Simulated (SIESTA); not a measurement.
The system is Os.

```
CELL_PARAMETERS angstrom
2.73410 0.00000 0.00000
-1.36705 2.36780 0.00000
0.00000 0.00000 4.31970
ATOMIC_POSITIONS crystal
Os 0.66667 0.33333 0.75000
Os 0.33333 0.66667 0.25000
```

| Quantity | Value |
| --- | --- |
| Program | SIESTA 5.4.2 |
| Task | relaxation of cell and atoms |
| Functional | BLYP |
| Potentials or basis | PseudoDojo 0.4 standard (PBE files) |
| Basis | DZP (energy shift 0.003 Ry; two zetas on semicore shells) |
| Grid cutoff | 800 Ry |
| Energy shift | 0.003 Ry |
| k mesh | 11 × 11 × 6 |
| Occupations | fermi-dirac, width 0.05 eV |
| Spin | no spin polarisation |

At the start: pressure 30.2 GPa; volume 13.98 Å³/atom.

Q: How do energy, volume and symmetry change on relaxing?

A: Over 6 steps the energy falls by 92.6 meV/atom and the volume is 15.04 Å³/atom (+7.6 %); space group P6_3/mmc (No. 194, to 0.05 Å).

The path:
```csv
step,energy change (eV),largest force (eV/Å),pressure (GPa),volume (Å³)
1,0.0000,0.0000,30.22,27.96
2,-0.1765,0.0000,5.83,29.59
3,-0.1849,0.0000,0.66,30.02
4,-0.1851,0.0000,0.00,30.08
5,-0.1851,0.0000,-0.09,30.09
6,-0.1852,0.0000,-0.06,30.09
```

Final structure:
```yaml
crystal:
  lattice:
    - [2.80329, 0.00000, 0.00000]
    - [-1.40164, 2.42772, 0.00000]
    - [0.00000, 0.00000, 4.42126]
  atoms:
    - { symbol: Os, position: [0.66667, 0.33333, 0.75000] }
    - { symbol: Os, position: [0.33333, 0.66667, 0.25000] }
```

Caveat: short orbitals over semicore shells can move pressures by several GPa; the potentials were made for another functional, which shifts forces and pressure; the basis of atomic orbitals isn't converged, which shifts pressures, moduli and gaps.
